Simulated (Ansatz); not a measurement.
## ZnS: random displacements

Level of theory: DFT r2SCAN, scalar-relativistic, plane waves, PAW (Ansatz 0.2.0). The runs took a 500 eV cutoff, a Γ-centred 6×6×2 mesh and Gaussian smearing (0.05 eV). No spin polarisation. Energies are free energies at this smearing, counted from the undisturbed cell; pressure is positive in compression.

The starting cell (relaxed at this level):

```yaml
crystal:
  lattice:
    - [3.80874, 0.00000, 0.00000]
    - [-1.90437, 3.29846, 0.00000]
    - [0.00000, 0.00000, 12.46647]
  atoms:
    - { symbol: Zn, position: [0.00000, 0.00000, 0.00011] }
    - { symbol: Zn, position: [0.00000, 0.00000, 0.50011] }
    - { symbol: Zn, position: [0.33333, 0.66667, 0.25007] }
    - { symbol: Zn, position: [0.66667, 0.33333, 0.75007] }
    - { symbol: S, position: [0.00000, 0.00000, 0.18724] }
    - { symbol: S, position: [0.00000, 0.00000, 0.68724] }
    - { symbol: S, position: [0.33333, 0.66667, 0.43758] }
    - { symbol: S, position: [0.66667, 0.33333, 0.93758] }
```

The atoms are displaced (Å, in the unstrained cell):

| atom | ux | uy | uz |
| --- | --- | --- | --- |
| Zn1 | 0.090 | -0.036 | 0.242 |
| Zn2 | -0.190 | 0.029 | -0.172 |
| Zn3 | 0.114 | -0.050 | 0.030 |
| Zn4 | 0.223 | -0.019 | -0.040 |
| S5 | 0.057 | -0.025 | 0.023 |
| S6 | 0.125 | -0.083 | -0.032 |
| S7 | -0.178 | 0.301 | -0.067 |
| S8 | -0.240 | -0.117 | 0.016 |

Strain (Voigt, engineering shear): (0.0388, -0.0857, -0.0239, 0.0664, 0.0166, -0.0040).

What are the energy change, the stress and the forces?

ΔE = 223.3 meV/atom; stress (xx, yy, zz, yz, xz, xy; compression positive) (4.44, 14.99, 10.16, -3.20, -3.26, 1.93) GPa; gap on the mesh 1.90 eV.
```tsv
atom	Fx (eV/Å)	Fy	Fz
Zn1	-2.10	-1.21	-2.49
Zn2	0.10	0.43	1.34
Zn3	-0.35	0.75	-0.10
Zn4	-0.36	-2.60	1.18
S5	0.03	-0.70	2.12
S6	-0.11	2.74	-1.41
S7	0.24	-0.49	-0.02
S8	2.54	1.08	-0.60
```

Cost: 1 run of about 0.41 core-minutes, on Intel Xeon 6975P-C (Granite Rapids) (shared hosts).